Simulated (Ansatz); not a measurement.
# HfC (Fm-3m) in Ansatz: further runs

Aim: see how the results for HfC move with the level of theory and the settings. Levels: PBE, LDA, PBEsol, RPBE. Tasks: single point, relaxation of cell and atoms.

Everything below comes from runs of Ansatz 0.2.0. Logs are shortened: lines on timing, memory, paths and dates and some standing lists are left out, and cuts for length are marked.

## 1. The structure

The structure is cubic, space group Fm-3m (No. 225). Conventional cell: a = 4.650 Å, b = 4.650 Å, c = 4.650 Å, α = 90.00°, β = 90.00°, γ = 90.00°. Hf (site symmetry m-3m) has 6 C at 2.33 Å as nearest neighbours. C (site symmetry m-3m) has 6 Hf at 2.33 Å as nearest neighbours.

## 2. Single point, PBE

input.yaml reads:

```yaml
crystal:
  lattice:
    - [0.0, 2.325, 2.325]
    - [2.325, 0.0, 2.325]
    - [2.325, 2.325, 0.0]
  atoms:
    - { symbol: Hf, position: [0.5, 0.5, 0.5] }
    - { symbol: C, position: [0.0, 0.0, 0.0] }
hamiltonian:
  xc: pbe
  pseudopotentials: { kind: paw }
kpoints:
  mp_grid: { grid: [10, 10, 10] }
scf:
  occupations: { method: gaussian, width: 0.011 }
output:
  forces: true
  stress: true
  eigenvalues: true
```

Potentials or basis: Ansatz PAW.

Launch:

```sh
$ ansatz run input.yaml --threads 2 --pin off --max-ram 5632MiB --backend cpu --events-out ev --progress --plain --runs-dir out
```

The program printed:

```text
Warning: RAYON_NUM_THREADS=2 ignored (pool sized by the plan → 2); use --threads N
Engine: ansatz 0.2.0, aarch64-unknown-linux-gnu
Pseudopotentials: kind: paw
Pseudopotential: Hf, paw, valence charge 26, recommended cutoff 420 eV (normal), Hf.paw.azcp
Pseudopotential: C, paw, valence charge 4, recommended cutoff 420 eV (normal), C.paw.azcp
Functional definition: PBE
  parameter kappa = 0.804
  parameter beta = 0.06672455060314922
  exchange = pbe_x(kappa = kappa, mu = beta*pi^2/3)
  correlation = pbe_c(beta = beta)
Crystal: 2 atoms, lattice volume = 25.136 Å³
Basis set: ecut = 420 eV, 531 PW (Γ), exchange–correlation on 48×48×48 points (8 copies of the dense FFT grid, shifted against one another)
Bands: 19, of which v1, the nominal top of the filled ones, is band 15 counted from 1 (14 counted from 0)
Symmetry: 48 space group operations
Space group: Fm-3m (ITA 225), of the structure as read, at distance tolerance 2.9e-5 Å
k-points: 47 of 1000
Non-local potential: Hf, projectors of the file, l = 0: 3, l = 1: 2, l = 2: 2, l = 3: 3
Non-local potential: C, projectors of the file, l = 0: 2, l = 1: 2, l = 2: 1
PAW form: soft (Blöchl's): semilocal exchange-correlation on the pseudo side does not see the compensation charge
PAW one-centre angular grid: Hf, 590 points (default); XC on 64 Gauss nodes
PAW one-centre angular grid: C, 110 points (default); XC on 64 Gauss nodes
Initial density: superposition of atomic densities (neutral atoms: chi_scale 0, normalization atom), corrected by the library's trained network
Initial wavefunctions: pseudopotential atomic-orbital guess
Functional: x = pbe(κ = 0.804, μ = 0.2195149727645171), c = pbe(β = 0.06672455060314922)
SCF iter   1: F=—  HF=-15974.139069 eV  |F-HF|=—  |Δ(HF+E_count)|=         —  Δρ=1.58e-3  dr2=6.28e-4  ethr=1.77e-3  ⟨swp⟩=5.2  Hψ=3781  notcnv=0
preconditioner: auto → none  [insulator: Δε(μ)=0.136 eV  Ē_g=18.157 eV  σ=0.011 eV  W_gap=0.62  n_scr=14 (ndim 8)  ℏωp=39.2 eV  f_vac=0.000  D(μ)=1.56/eV (n_scr^D=14)  ε∞_Penn≈5.7]
SCF iter   2: F=—  HF=-15974.138914 eV  |F-HF|=—  |Δ(HF+E_count)|=   1.54e-4  Δρ=6.19e-4  dr2=5.17e-5  ethr=2.09e-6  ⟨swp⟩=2.4  Hψ=2082  notcnv=0  defer=2
SCF iter   3: F=—  HF=-15974.138932 eV  |F-HF|=—  |Δ(HF+E_count)|=   1.79e-5  Δρ=2.32e-4  dr2=4.58e-6  ethr=1.72e-7  ⟨swp⟩=2.1  Hψ=1611  notcnv=0  defer=2
SCF iter   4: F=—  HF=-15974.138930 eV  |F-HF|=—  |Δ(HF+E_count)|=   1.80e-6  Δρ=9.79e-5  dr2=6.82e-7  ethr=1.53e-8  ⟨swp⟩=2.1  Hψ=1610  notcnv=0  defer=2
iter 5 did not close the SCF: its close was put off for the readings that it lacked (scf_convergence_deferred on its scf_iter line)
SCF iter   5: F=-15974.138931 eV  HF=-15974.138931 eV  |F-HF|=3.84e-10  |Δ(HF+E_count)|=   6.51e-7  Δρ=1.43e-5  dr2=1.56e-8  ethr=2.27e-9  ⟨swp⟩=2.6  Hψ=1601  notcnv=0  defer=2
SCF iter   6: F=-15974.138931 eV  HF=-15974.138931 eV  |F-HF|=1.18e-9  |Δ(HF+E_count)|=   1.11e-8  Δρ=2.52e-6  dr2=6.69e-10  ethr=5.19e-11  ⟨swp⟩=3.6  Hψ=3929  notcnv=0
SCF 1 converged in 6 iterations: F = -15974.138931 eV  dr2 = 6.69e-10
SCF converged after 6 iterations
Free energy (F): -15974.138931 eV
Harris-Foulkes:  -15974.138931 eV  (|F-HF|=1.18e-9)
Internal energy: -15974.138837 eV  (E = F + TS)
E sigma→0 (E₀):  -15974.138884 eV
Entropy (-TS):   -0.000094 eV (-0.047 meV/atom)
Fermi energy:    20.162702 eV
--- Per-component energies (eV) ---
  E_band       = 111.732037
  E_kinetic    = 511.404147
  E_local      = -4987.018004  (includes V_loc(G=0)·N_el)
  E_nonlocal   = -1216.949914
  E_hartree    = 2357.518534
  E_xc         = -348.951864
  E_vxc        = -326.995039  (∫ρ·V_xc dr)
  E_paw        = -7026.701271  (= ΣΔE_a)
  E_vpaw       = 1416.254560  (= ΣTr[D̂ρ^β])
  E_aug_tail   = 0.000006  (compensation charges beyond the density's cutoff)
  E_ewald      = -5263.440471
  E_smearing   = -0.000094  (= −TS)
  E_closure    = 0.000000  (closes the sum)
  Σ components = -15974.138931   (vs F -15974.138931, Δ=0.00e0)
--- Forces (eV/Å), atoms counted from 1 ---
  atom   1  Hf     0.00000000     0.00000000     0.00000000
  atom   2  C     -0.00000000    -0.00000000    -0.00000000
  max |Σ_I F_I| component: 1.25e-28 eV/Å
--- Stress (GPa, compression-positive) ---
        0.207049       0.000000       0.000000
       -0.000000       0.207049       0.000000
        0.000000      -0.000000       0.207049
  P = ⅓ Tr σ = 0.2070 GPa (2.070 kbar)
--- Band table (eV; the first three rows and the last of 47) ---
  k-point 0: bands = ["-40.9990", "-9.4539", "-9.4539", "-9.4539", "7.7970", "9.0384", "9.0467", "9.0467", "9.0467", "9.1276", "9.1276", "9.1276", "21.1693", "21.1693", "21.1693", "21.4909", "21.4909", "21.4909", "23.4909"]
  k-point 1: bands = ["-40.9952", "-9.5226", "-9.4605", "-9.4605", "8.0377", "9.0419", "9.0525", "9.0525", "9.0538", "9.1222", "9.1222", "9.1279", "19.7774", "20.1602", "20.1602", "21.9056", "21.9056", "22.2874", "24.5981"]
  k-point 2: bands = ["-40.9851", "-9.6982", "-9.4777", "-9.4777", "8.6480", "9.0520", "9.0678", "9.0678", "9.1090", "9.1090", "9.1285", "9.1378", "17.9969", "18.9063", "18.9063", "22.6481", "22.6481", "22.8317", "26.5803"]
  k-point 46: bands = ["-40.9452", "-9.9246", "-9.8130", "-9.6974", "9.0316", "9.0710", "9.0755", "9.0755", "9.0966", "9.1027", "9.1028", "10.4234", "17.3725", "17.3752", "17.4834", "22.7835", "24.7699", "26.8479", "27.0564"]
```

Wall time 0.86 s (2 threads of Arm Neoverse V1, shared host); peak memory 0.3 GiB.

Results:

- Free energy: -15974.1389 eV
- Pressure: 0.2 GPa
- Band gap on the k mesh: none (metal or under the smearing width)

Levels at points of the mesh, in eV from the Fermi level:
```csv
k point,band 13,band 14,band 15,band 16,band 17,band 18
"(0.00, 0.00, 0.00)",1.01,1.01,1.01,1.33,1.33,1.33
"(0.00, 0.00, -0.50)",-6.20,-3.05,-3.05,5.25,5.25,5.71
"(0.00, -0.50, -0.50)",-2.66,-1.83,-0.11,-0.11,5.25,6.67
```

The run has no spin-orbit coupling, so splittings on Hf are missing.

## 3. Relaxation of cell and atoms, PBE

Edit input.yaml of step 2 so:

```diff
@@ -14,3 +14,3 @@
 scf:
-  occupations: { method: gaussian, width: 0.011 }
+  occupations: { method: fermi_dirac, width: 0.05 }
 output:
@@ -18,2 +18,9 @@
   stress: true
-  eigenvalues: true
+  write_density: true
+  write_potential: true
+  elf: true
+  volumetric_format: npy
+relax:
+  f_tol: 0.01
+  max_steps: 40
+  cell: { stress_tol: 0.05 }
```

Potentials or basis: Ansatz PAW.

Launch:

```sh
$ ansatz run input.yaml --threads 2 --pin off --max-ram 5632MiB --backend cpu --events-out ev --progress --plain --runs-dir out
```

Wall time 3.3 s (2 threads of Arm Neoverse V1, shared host); peak memory 0.32 GiB.

Results (log left out):

* Free energy: -15974.1404 eV
* Relaxed volume: 12.58 Å³/atom
* Relaxed cell: a = 3.289 Å, b = 3.289 Å, c = 3.289 Å, α = 60.00°, β = 60.00°, γ = 60.00°
* Space group after relaxing (to 0.05 Å): Fm-3m (No. 225)
* Energy gained by relaxing: 0.0 meV/atom
* Ionic steps: 4
* Pressure after relaxing: 0.0 GPa
* Band gap on the k mesh: none (metal or under the smearing width)

Final structure:
```cif
data_structure
_symmetry_space_group_name_H-M 'P 1'
_symmetry_Int_Tables_number 1
_cell_length_a 3.2891
_cell_length_b 3.2891
_cell_length_c 3.2891
_cell_angle_alpha 60.000
_cell_angle_beta 60.000
_cell_angle_gamma 60.000
_cell_volume 25.16
loop_
_atom_site_label
_atom_site_type_symbol
_atom_site_fract_x
_atom_site_fract_y
_atom_site_fract_z
_atom_site_occupancy
Hf1 Hf 0.50000 0.50000 0.50000 1
C1 C 0.00000 0.00000 0.00000 1
```

Levels at points of the mesh, in eV from the Fermi level:
```csv
k point,band 12,band 13,band 14,band 15,band 16,band 17,band 18,band 19
"(0.00, 0.00, 0.00)",-11.05,1.00,1.00,1.00,1.32,1.32,1.32,3.32
"(0.00, 0.00, -0.50)",-8.50,-6.20,-3.06,-3.06,5.24,5.24,5.70,6.51
"(0.00, -0.50, -0.50)",-10.48,-2.67,-1.84,-0.12,-0.12,5.23,6.66,6.66
```

Caveat: the plane-wave basis is chosen anew once the cell has moved, so the energies of steps on either side of that aren't comparable. The run has no spin-orbit coupling, so splittings on Hf are missing.

## 4. Relaxation of cell and atoms, LDA

Edit input.yaml of step 3 so:

```diff
@@ -9,3 +9,3 @@
 hamiltonian:
-  xc: pbe
+  xc: lda
   pseudopotentials: { kind: paw }
@@ -18,6 +18,2 @@
   stress: true
-  write_density: true
-  write_potential: true
-  elf: true
-  volumetric_format: npy
 relax:
```

Potentials or basis: Ansatz PAW.

Launch:

```sh
$ ansatz run input.yaml --threads 2 --pin off --max-ram 5632MiB --backend cpu --events-out ev --progress --plain --runs-dir out
```

The program printed:

```text
Warning: RAYON_NUM_THREADS=2 ignored (pool sized by the plan → 2); use --threads N
[... 4 set-up lines as earlier in the session ...]
Functional definition: SPW92
  exchange = slater_x
  correlation = pw_c
Crystal: 2 atoms, lattice volume = 25.136 Å³
Basis set: ecut = 420 eV, 531 PW (Γ)
Bands: 19, of which v1, the nominal top of the filled ones, is band 15 counted from 1 (14 counted from 0)
[... 2 set-up lines as earlier in the session ...]
k-points: 47 of 1000
[... 3 set-up lines as earlier in the session ...]
PAW frozen core: Hf, regenerated for the run's functional, and the local potential with it (the file was generated under x = pbe(κ = 0.804, μ = 0.2195149727645171), c = pbe(β = 0.06672455060314922))
PAW frozen core: C, regenerated for the run's functional, and the local potential with it (the file was generated under x = pbe(κ = 0.804, μ = 0.2195149727645171), c = pbe(β = 0.06672455060314922))
[... 4 set-up lines as earlier in the session ...]
Functional: x = slater, c = lda
SCF iter   1: F=—  HF=-15721.833773 eV  |F-HF|=—  |Δ(HF+E_count)|=         —  Δρ=8.25e-3  dr2=2.08e-2  ethr=1.77e-3  ⟨swp⟩=5.0  Hψ=3677  notcnv=0
preconditioner: auto → Kerker (q_TF=auto, 2.810 Å⁻¹)  [metal: Δε(μ)=0.118 eV  Ē_g=18.116 eV  σ=0.050 eV  W_gap=0.43  n_scr=14 (ndim 8)  ℏωp=39.2 eV  f_vac=0.000  D(μ)=0.35/eV (n_scr^D=0)]
SCF iter   2: F=—  HF=-15721.829222 eV  |F-HF|=—  |Δ(HF+E_count)|=   4.55e-3  Δρ=3.62e-3  dr2=2.43e-3  ethr=6.93e-5  ⟨swp⟩=1.9  Hψ=1441  notcnv=0
SCF iter   3: F=—  HF=-15721.828781 eV  |F-HF|=—  |Δ(HF+E_count)|=   4.41e-4  Δρ=1.47e-3  dr2=3.37e-4  ethr=8.11e-6  ⟨swp⟩=2.0  Hψ=1384  notcnv=0
SCF iter   4: F=—  HF=-15721.828578 eV  |F-HF|=—  |Δ(HF+E_count)|=   2.03e-4  Δρ=8.64e-4  dr2=8.31e-5  ethr=1.12e-6  ⟨swp⟩=2.1  Hψ=1438  notcnv=0
SCF iter   5: F=—  HF=-15721.828576 eV  |F-HF|=—  |Δ(HF+E_count)|=   1.77e-6  Δρ=1.52e-4  dr2=2.45e-6  ethr=2.77e-7  ⟨swp⟩=2.1  Hψ=1636  notcnv=0
SCF iter   6: F=—  HF=-15721.828574 eV  |F-HF|=—  |Δ(HF+E_count)|=   2.34e-6  Δρ=3.55e-5  dr2=2.40e-7  ethr=8.15e-9  ⟨swp⟩=3.2  Hψ=1862  notcnv=0
SCF iter   7: F=—  HF=-15721.828573 eV  |F-HF|=—  |Δ(HF+E_count)|=   4.76e-7  Δρ=1.55e-5  dr2=4.56e-8  ethr=3.33e-10  ⟨swp⟩=5.5  Hψ=3792  notcnv=0
SCF iter   8: F=-15721.828573 eV  HF=-15721.828573 eV  |F-HF|=2.09e-8  |Δ(HF+E_count)|=   4.44e-8  Δρ=5.64e-6  dr2=5.49e-9  ethr=1.52e-10  ⟨swp⟩=4.6  Hψ=3206  notcnv=0
SCF 1 converged in 8 iterations: F = -15721.828573 eV  dr2 = 5.49e-9
relax step   1: F+E_penalty+E_count = -15721.82857318 eV  Δ(F+E_penalty+E_count) = +0.000e0 eV  max|allowed force component| = 7.027e-29 eV/Å  Δτ_max = 0.0000 Å  P = -11.869 GPa  Ω = 25.136 Å³  (8 SCF iters, dr2 threshold 1.00e-7 eV, accepted)
Crystal: 2 atoms, lattice volume = 22.987 Å³
Basis set: ecut = 420 eV, 459 PW (Γ)
Initial density: handed on by an earlier stage of this run
Initial wavefunctions: those handed on with the density
iter 1 solved again at ethr=1.70e-4 eV; its pass at ethr=3.10e-3 eV (dr2=5.11e-2 eV) is discarded
SCF iter   1: F=—  HF=-15721.861360 eV  |F-HF|=—  |Δ(HF+E_count)|=         —  Δρ=1.39e-2  dr2=5.19e-2  ethr=1.70e-4  ⟨swp⟩=1.1  Hψ=5250  notcnv=0
[... 49 lines left out ...]
Crystal: 2 atoms, lattice volume = 23.906 Å³
iter 1 solved again at ethr=5.64e-9 eV; its pass at ethr=3.10e-3 eV (dr2=1.69e-6 eV) is discarded
SCF iter   1: F=—  HF=-15721.876020 eV  |F-HF|=—  |Δ(HF+E_count)|=         —  Δρ=7.35e-5  dr2=1.55e-6  ethr=5.64e-9  ⟨swp⟩=2.0  Hψ=4644  notcnv=0
preconditioner: auto → Kerker (q_TF=auto, 2.834 Å⁻¹)  [metal: Δε(μ)=0.129 eV  Ē_g=18.233 eV  σ=0.050 eV  W_gap=0.50  n_scr=14 (ndim 8)  ℏωp=40.2 eV  f_vac=0.000  D(μ)=0.32/eV (n_scr^D=0)]
SCF iter   2: F=—  HF=-15721.876019 eV  |F-HF|=—  |Δ(HF+E_count)|=   3.54e-7  Δρ=2.13e-5  dr2=1.27e-7  ethr=5.17e-9  ⟨swp⟩=2.0  Hψ=1117  notcnv=0
SCF iter   3: F=-15721.876019 eV  HF=-15721.876019 eV  |F-HF|=5.45e-9  |Δ(HF+E_count)|=   2.52e-8  Δρ=6.04e-6  dr2=8.15e-9  ethr=1.21e-10  ⟨swp⟩=4.9  Hψ=3542  notcnv=0
SCF 6 converged in 3 iterations: F = -15721.876019 eV  dr2 = 8.15e-9
relax step   6: F+E_penalty+E_count = -15721.87601925 eV  Δ(F+E_penalty+E_count) = -2.616e-5 eV  max|allowed force component| = 1.107e-28 eV/Å  Δτ_max = 0.0000 Å  P = +0.000 GPa  Ω = 23.906 Å³  energy of the carried Pulay correction = +2.203e-5 eV  (3 SCF iters, dr2 threshold 3.63e-8 eV, accepted)
iter 1 solved again at ethr=2.15e-9 eV; its pass at ethr=3.10e-3 eV (dr2=6.45e-7 eV) is discarded
SCF iter   1: F=—  HF=-15721.875999 eV  |F-HF|=—  |Δ(HF+E_count)|=         —  Δρ=6.36e-6  dr2=8.08e-9  ethr=2.15e-9  ⟨swp⟩=4.3  Hψ=7080  notcnv=0
preconditioner: auto → Kerker (q_TF=auto, 2.834 Å⁻¹)  [metal: Δε(μ)=0.129 eV  Ē_g=18.234 eV  σ=0.050 eV  W_gap=0.50  n_scr=14 (ndim 8)  ℏωp=40.2 eV  f_vac=0.000  D(μ)=0.32/eV (n_scr^D=0)]
SCF iter   2: F=—  HF=-15721.875999 eV  |F-HF|=—  |Δ(HF+E_count)|=   1.13e-7  Δρ=4.92e-6  dr2=5.74e-9  ethr=2.69e-11  ⟨swp⟩=2.2  Hψ=1559  notcnv=0
SCF iter   3: F=—  HF=-15721.875999 eV  |F-HF|=—  |Δ(HF+E_count)|=  3.80e-10  Δρ=2.13e-6  dr2=1.14e-9  ethr=1.91e-11  ⟨swp⟩=2.0  Hψ=1356  notcnv=0
SCF iter   4: F=—  HF=-15721.875999 eV  |F-HF|=—  |Δ(HF+E_count)|=  9.88e-10  Δρ=5.03e-7  dr2=6.10e-11  ethr=3.82e-12  ⟨swp⟩=2.2  Hψ=1555  notcnv=0
SCF iter   5: F=-15721.875999 eV  HF=-15721.875999 eV  |F-HF|=3.64e-12  |Δ(HF+E_count)|=  9.28e-11  Δρ=2.59e-7  dr2=1.30e-11  ethr=1.00e-12  ⟨swp⟩=6.5  Hψ=4592  notcnv=0
SCF 7 converged in 5 iterations: F = -15721.875999 eV  dr2 = 1.30e-11
relax step   7: F+E_penalty+E_count = -15721.87599926 eV  Δ(F+E_penalty+E_count) = +1.999e-5 eV  max|allowed force component| = 2.748e-29 eV/Å  Δτ_max = 0.0000 Å  P = +0.000 GPa  Ω = 23.906 Å³  stress off target by 1.59e-4 GPa  SCF on the basis re-selected at this cell (its energy is not comparable with the rows above)  (5 SCF iters)
basis re-selected at this cell: Δ(F+E_penalty+E_count) = +1.999e-5 eV, ΔP = -0.000 GPa vs the last step (what re-selecting the basis moved, of the pressure what is left beyond the Pulay correction that the steps carried, after the strain that the cell walked since its last selection, with what the two solves' SCF thresholds leave and, on support functions, any second-order correction that the steps lacked; it is no measure of the basis error at this ecutwfc). This SCF's stress stands 1.59e-4 GPa from its target on what of the cell is left free (relax.cell.stress_tol is 5.00e-2 GPa) and its largest allowed force component is 2.75e-29 eV/Å (relax.f_tol is 1.00e-2 eV/Å): within both
SCF converged after 5 iterations
Free energy (F): -15721.875999 eV
Harris-Foulkes:  -15721.875999 eV  (|F-HF|=3.64e-12)
Internal energy: -15721.873297 eV  (E = F + TS)
E sigma→0 (E₀):  -15721.874648 eV
Entropy (-TS):   -0.002702 eV (-1.351 meV/atom)
Fermi energy:    20.934955 eV
--- Per-component energies (eV) ---
  E_band       = 138.516680
  E_kinetic    = 515.432795
  E_local      = -4866.837759  (includes V_loc(G=0)·N_el)
  E_nonlocal   = -1203.845619
  E_hartree    = 2308.454711
  E_xc         = -347.239614
  E_vxc        = -328.518583  (∫ρ·V_xc dr)
  E_paw        = -6778.167805  (= ΣΔE_a)
  E_vpaw       = 1405.376543  (= ΣTr[D̂ρ^β])
  E_aug_tail   = 0.000007  (compensation charges beyond the density's cutoff)
  E_ewald      = -5352.190088
  E_core_change = 2.520075  (= ΣΔE_core)
  E_smearing   = -0.002702  (= −TS)
  E_closure    = 0.000000  (closes the sum)
  Σ components = -15721.875999   (vs F -15721.875999, Δ=0.00e0)
--- Forces (eV/Å), atoms counted from 1 ---
  atom   1  Hf     0.00000000    -0.00000000     0.00000000
  atom   2  C     -0.00000000     0.00000000     0.00000000
  max |Σ_I F_I| component: 5.55e-29 eV/Å
--- Stress (GPa, compression-positive) ---
        0.000159      -0.000000      -0.000000
       -0.000000       0.000159      -0.000000
       -0.000000      -0.000000       0.000159
  P = ⅓ Tr σ = 0.0002 GPa (0.002 kbar)
--- Relaxed structure (5 steps of the walk, 5 accepted, 2 SCFs on fresh bases) ---
  F+E_penalty+E_count = -15721.87599926 eV   max|allowed force component| = 2.748e-29 eV/Å   (the final SCF, on the basis selected at the relaxed cell)
  cell:  # Å, volume = 23.9064 Å³
    - [-3.714048520852802e-34, 2.286447023342349, 2.286447023342349]
    - [2.286447023342349, 2.3486480464127983e-35, 2.286447023342349]
    - [2.286447023342349, 2.286447023342349, 2.5476860164477985e-35]
  atoms:
    - { symbol: Hf, position: [0.5, 0.5, 0.5] }
    - { symbol: C, position: [6.902974711164046e-36, -7.765846550047021e-36, -1.5531693099999473e-35] }
```

It took 5.2 s on 2 threads of Arm Neoverse V1, shared host; peak memory 0.31 GiB.

What came out:

* Free energy: -15721.8760 eV
* Relaxed volume: 11.95 Å³/atom
* Relaxed cell: a = 3.234 Å, b = 3.234 Å, c = 3.234 Å, α = 60.00°, β = 60.00°, γ = 60.00°
* Space group after relaxing (to 0.05 Å): Fm-3m (No. 225)
* Energy gained by relaxing: 23.7 meV/atom
* Ionic steps: 7
* Pressure after relaxing: 0.0 GPa

The path:
```tsv
step	energy change (eV)	largest force (eV/Å)	volume (Å³)
1	0.0000	0.0000	25.14
2	-0.0198	0.0000	22.99
3	-0.0491	0.0000	23.98
4	-0.0493	0.0000	23.92
5	-0.0474	0.0000	23.92
6	-0.0474	0.0000	23.91
7	-0.0474	0.0000	23.91
```

Final structure:
```xyz
2
Lattice="0.0000 2.2864 2.2864 2.2864 0.0000 2.2864 2.2864 2.2864 0.0000" Properties=species:S:1:pos:R:3 pbc="T T T"
Hf    2.2864    2.2864    2.2864
C     0.0000    0.0000    0.0000
```

Caveat: the plane-wave basis is chosen anew once the cell has moved, so the energies of steps on either side of that aren't comparable; the pressure holds a Pulay correction of +0.3 GPa for the finite cutoff; the PAW data sets come from PBE, with cores solved anew for the run's functional, which leaves a small shift of forces and pressure. Zero-point motion and thermal expansion aren't in these numbers.

(Continued in part 2 of 2.)
